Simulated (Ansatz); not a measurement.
**SiNi3: relaxed-ion elastic tensor**

Computed with Ansatz 0.2.0, DFT PBE, scalar-relativistic, plane waves, PAW. Settings: 420 eV plane-wave cutoff, Γ-centred 14×14×14 mesh, Fermi-Dirac smearing of 0.15 eV. No spin polarisation.

Equilibrium structure at this level:
```
Si Ni
1.0
     3.50848    0.00000    0.00000
     0.00000    3.50848    0.00000
     0.00000    0.00000    3.50848
Si Ni
1 3
Cartesian
  0.0000 0.0000 0.0000
  0.0000 1.7542 1.7542
  1.7542 0.0000 1.7542
  1.7542 1.7542 0.0000
```

It was relaxed at this level from a cell as deposited in COD. In a metal, frequencies and elastic constants depend on the k mesh and the smearing, soft modes and shear constants most.

Task: Give the relaxed-ion elastic constants (GPa, Voigt order xx yy zz yz xz xy, on the Cartesian axes of the cell above).

Result:
C11 = 317.7, C12 = 158.2, C13 = 158.2, C22 = 317.7, C23 = 158.2, C33 = 317.7, C44 = 127.9, C55 = 127.9, C66 = 127.9 GPa; the others vanish.

Task: Is the crystal stable against homogeneous strain?

Result: Yes: the least eigenvalue of the tensor is 127.9 GPa.

Task: And the moduli of a polycrystal (Hill averages)?

Result: B = 211 GPa, G = 106 GPa, E = 272 GPa, ν = 0.29.
